**Plane shares of the top valence states in a two-layer WS₂ slab**

The table gives the fraction of the states between −1.15 eV and mid-gap on each of six atomic planes, from plane-wave PAW PBE+D3, scalar-relativistic and without spin-orbit coupling. The program fits a one-parameter model of two uncoupled, mirror-symmetric layers to all six rows and compares it with equal shares per atom and with the ionic d² limit. The facing S planes are 13.81 Å apart, the fit gives a W fraction of 0.538 with misfits at the rounding of the table, and both limits fail. Only the top 0.243 eV of the valence band lies in the window. It holds 93 mesh points per layer, and a rough recalled K mass leaves about two thirds of them to the Γ valley. The vacuum barrier is near the Γ value for the filled window but matches neither limit for the empty one, and a crude Slater orbital indicates how a $d_{z^2}$ lobe would spill past an assumed midplane.

Calculated values. Ansatz 0.2.0, scalar-relativistic PBE+D3(BJ) with plane waves and PAW, no spin polarization, for a two-layer WS₂ slab; cutoff 420 eV, 27 × 27 × 1 k mesh, Gaussian smearing 0.05 eV. Plane shares cover the states from −1.15 to 0 eV, with zero at mid-gap and every state counted full; plane heights are measured from the top atom.

## Numerical check

```python
# Table: share of the states in the window -1.15..0 eV (from mid-gap) on each atomic plane of a
# two-layer WS2 slab; Ansatz 0.2.0, plane-wave PAW, PBE+D3, scalar-relativistic, no spin-orbit.
# Tested: uncoupled-layer model, two simple limits, valley content, spill of a d orbital.
T = {
    'row': [1, 2, 3, 4, 5, 6],
    'plane_share': [0.115, 0.269, 0.116, 0.116, 0.269, 0.115],
    'plane_formula': ['S', 'W', 'S', 'S', 'W', 'S'],
    'plane_height': [-20.081, -18.513, -16.946, -3.135, -1.568, 0.0],  # angstrom
}
import numpy as np
from scipy import constants as C
from scipy.integrate import quad
s = np.array(T['plane_share'], float); z = np.array(T['plane_height'], float)
f = list(T['plane_formula']); W = np.array([x == 'W' for x in f])
# further outputs of the same run
a, cz, nk = 3.184, 38.07, 27*27
top, win, wf = 0.90695, 1.15, 4.815
nv, nc, lev = 0.510288, 0.2085, 26
dv, dc, bv, bc = 2.426842, 2.27977, 5.609809, 4.950479
h2m = C.hbar**2/C.m_e/C.e*1e20  # eV A^2
gap = z[3]-z[2]
print("spacings (A): " + " ".join("%.3f" % x for x in np.diff(z)))
print("facing S-S %.2f A, W-W %.2f A, outer vacuum %.2f A" % (gap, z[4]-z[1], cz-(z[5]-z[0])))
print("layer sums %.3f %.3f; W total %.3f, S total %.3f" % (s[:3].sum(), s[3:].sum(), s[W].sum(), s[~W].sum()))
print("W/S per plane %.2f; spread of S shares %.3f; rounding +-0.0005" % (s[W].mean()/s[~W].mean(), np.ptp(s[~W])))
c0 = np.where(W, 0, 0.25); c1 = np.where(W, 0.5, -0.25)
w = c1 @ (s-c0)/(c1 @ c1)
print("fit W=w/2, S=(1-w)/4: w = %.3f" % w)
M = [c0+w*c1, c0+c1/3, c0+c1]
print("row atom share | table minus: fit, equal per atom, ionic d2")
for i in range(6):
    print("%s %s %.3f | %+.4f %+.3f %+.3f" % (T['row'][i], f[i], s[i], *[s[i]-m[i] for m in M]))
print("largest misfit: fit %.4f, equal %.3f, ionic %.3f" % tuple(abs(s-m).max() for m in M))
kap = dv/2
print("amplitude decay %.2f 1/A; loss from about 3 A (rough recalled bulk) to %.1f A: %.0e" % (kap, gap, np.exp(-kap*(gap-3))))
dE = win-top
Nv, Nc = nv*nk/4, nc*nk/4
print("sampled band depth %.3f eV" % dE)
print("mesh points per layer: filled %.2f, empty window %.2f" % (Nv, Nc))
print("remainder mod 6: filled %d, empty %d (Gamma weighs 1, K 2, others 6 or 12)" % (round(Nv) % 6, round(Nc) % 6))
print("mean weight per filled level %.2f (above 6: time reversal used)" % (Nv/(lev/2)))
A = a*a*np.sqrt(3)/2
per = A*dE*nk/(2*np.pi*h2m)
print("points per valley per unit mass %.1f; K mass needed if K alone: %.2f m_e" % (per, Nv/2/per))
for m in (0.4, 0.5):  # rough recalled K hole masses; K taken as the band top
    print("K mass %.1f (recalled): K holds %.0f points, left for Gamma %.0f%%" % (m, 2*m*per, 100*(1-2*m*per/Nv)))
EK = h2m/2*(4*np.pi/(3*a))**2
print("in-plane kinetic energy at K %.1f eV" % EK)
print("barrier filled: run %.2f eV; free decay at Gamma %.2f, at K %.1f" % (bv, wf+top, wf+top+EK))
print("barrier empty:  run %.2f eV; free decay at Gamma %.2f, at K %.1f" % (bc, wf-top, wf-top+EK))
h = (z[2]-z[0])/4
print("midplane distance from W %.2f A; crude Slater d orbital, part inside:" % h)
Fz = lambda c: 1.25*(1.8*c**5-2*c**3+c)
Fp = lambda c: 1.875*(c-2*c**3/3+c**5/5)
for rp in (0.8, 1.0):  # rough recalled range of the W 5d peak radius, A
    R = lambda r: r**8*np.exp(-8*r/rp)
    n = quad(R, 0, 15)[0]
    v = [quad(lambda r: R(r)*F(min(1.0, h/r)), 1e-9, 15, points=[h])[0]/n for F in (Fz, Fp)]
    print("peak radius %.1f A: dz2 about %.1f, in-plane d about %.1f" % (rp, v[0], v[1]))
assert 1/3 < w < 1 and s[W].min() > s[~W].max()
assert abs(s[:3].sum()-s[3:].sum()) < 0.003 and np.ptp(s[~W]) < 0.0015
assert gap > 10
assert abs(Nv-round(Nv)) < 0.02 and round(Nv) % 6 == 3
```

Printed output:

```
spacings (A): 1.568 1.567 13.811 1.567 1.568
facing S-S 13.81 A, W-W 16.95 A, outer vacuum 17.99 A
layer sums 0.500 0.500; W total 0.538, S total 0.462
W/S per plane 2.33; spread of S shares 0.001; rounding +-0.0005
fit W=w/2, S=(1-w)/4: w = 0.538
row atom share | table minus: fit, equal per atom, ionic d2
1 S 0.115 | -0.0005 -0.052 +0.115
2 W 0.269 | +0.0000 +0.102 -0.231
3 S 0.116 | +0.0005 -0.051 +0.116
4 S 0.116 | +0.0005 -0.051 +0.116
5 W 0.269 | +0.0000 +0.102 -0.231
6 S 0.115 | -0.0005 -0.052 +0.115
largest misfit: fit 0.0005, equal 0.102, ionic 0.231
amplitude decay 1.21 1/A; loss from about 3 A (rough recalled bulk) to 13.8 A: 2e-06
sampled band depth 0.243 eV
mesh points per layer: filled 93.00, empty window 38.00
remainder mod 6: filled 3, empty 2 (Gamma weighs 1, K 2, others 6 or 12)
mean weight per filled level 7.15 (above 6: time reversal used)
points per valley per unit mass 32.5; K mass needed if K alone: 1.43 m_e
K mass 0.4 (recalled): K holds 26 points, left for Gamma 72%
K mass 0.5 (recalled): K holds 32 points, left for Gamma 65%
in-plane kinetic energy at K 6.6 eV
barrier filled: run 5.61 eV; free decay at Gamma 5.72, at K 12.3
barrier empty:  run 4.95 eV; free decay at Gamma 3.91, at K 10.5
midplane distance from W 0.78 A; crude Slater d orbital, part inside:
peak radius 0.8 A: dz2 about 0.7, in-plane d about 1.0
peak radius 1.0 A: dz2 about 0.6, in-plane d about 0.9
```
